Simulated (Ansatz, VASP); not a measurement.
## One calculation of Sr, two programs

```
CELL_PARAMETERS angstrom
0.00000 3.41509 2.41447
3.41509 0.00000 2.41447
3.41509 3.41509 0.00000
ATOMIC_POSITIONS crystal
Sr 0.00000 0.00000 0.00000
```

Alike in both runs: task single point; functional PBE; k mesh 16 × 16 × 16; occupations gaussian, width 0.15 eV; no spin polarisation.

|  | VASP | Ansatz |
| --- | --- | --- |
| version | VASP 6.6.1 | Ansatz 0.2.0 |
| potentials or method | VASP PAW PBE potentials, release 64 (Sr_sv) | scalar-relativistic, plane waves, PAW |
| plane-wave cutoff (eV) | 520 | 420 |
| valence electrons in the cell | 10 | 10 |

```tsv
	VASP	Ansatz	Ansatz less VASP
gap on the k mesh at the Fermi level (eV)	none	none	-
pressure (GPa)	-0.4	-0.5	0.00
```

A gap of «none» marks a metal or a gap that the smearing closes. With one functional, cell and mesh, what is left measures potentials, basis and numerics.
